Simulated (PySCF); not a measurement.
Spectrum to structure. Level of theory: TDDFT CAM-B3LYP/def2-SVPD, vertical, gas phase, core orbitals frozen in the response in PySCF 2.14.0, density-fitted response routines. Geometries: GFN2-xTB, one conformer each.

| state | ν̃ (cm⁻¹) | f | main configurations (H = HOMO, L = LUMO) |
| --- | --- | --- | --- |
| S1 | 33300 | 0.0000 | H→L (95%) |
| S2 | 38800 | 0.0000 | H-2→L (92%) |
| S3 | 46190 | 0.055 | H-3→L (52%), H-1→L (45%) |
| S4 | 51590 | 0.357 | H-1→L (51%), H-3→L (46%) |
| S5 | 58610 | 0.0000 | H-4→L (74%), H→L+2 (19%) |
| S6 | 63600 | 0.0000 | H→L+2 (52%), H-4→L (24%), H-2→L+5 (10%) |
| S7 | 63770 | 0.0028 | H→L+5 (32%), H-6→L (29%), H-2→L+2 (28%) |
| S8 | 67910 | 0.0043 | H-6→L (65%), H-2→L+2 (19%), H→L+5 (10%) |

Problem. Which structure fits?
A. `O=C1C=CC(=O)O1`
B. `C#CC[P@@](=O)(O)C#C`
C. `CC(=C=O)C1CCC1`
D. `COC1=CC=CC=C1`

Solution. A. Its S1 lies at 4.13 eV; the nearest of the others has S1 at 3.40 eV. S1 is HOMO→LUMO (95%). Löwdin shares by element: HOMO oxygen 79%, carbon 6% or more (atoms not listed hold the other 15%); LUMO carbon 41% or more, oxygen 28% or more (atoms not listed hold the other 31%). At the same level the other candidates give, for their lowest levels:
- `COc1ccccc1`: 5.26 eV (f 0.031); 6.00 eV (f 0.081); 6.48 eV (f 0.005); 6.93 eV (f 0.021); 7.02 eV (f 0.684); T1 4.08 eV; HOMO -7.68, LUMO 0.87 eV
- `C#CC[P@@](=O)(O)C#C`: 6.13 eV (f 0.000); 6.39 eV (f 0.003); 6.42 eV (f 0.001); 6.55 eV (f 0.000); 6.71 eV (f 0.025); T1 5.06 eV; HOMO -9.52, LUMO 0.49 eV
- `CC(=C=O)C1CCC1`: 3.40 eV (f 0.000); 5.78 eV (f 0.002); 6.67 eV (f 0.019); 6.92 eV (f 0.008); 6.98 eV (f 0.015); T1 3.03 eV; HOMO -7.58, LUMO 0.44 eV
Triplets come from the Tamm–Dancoff approximation.
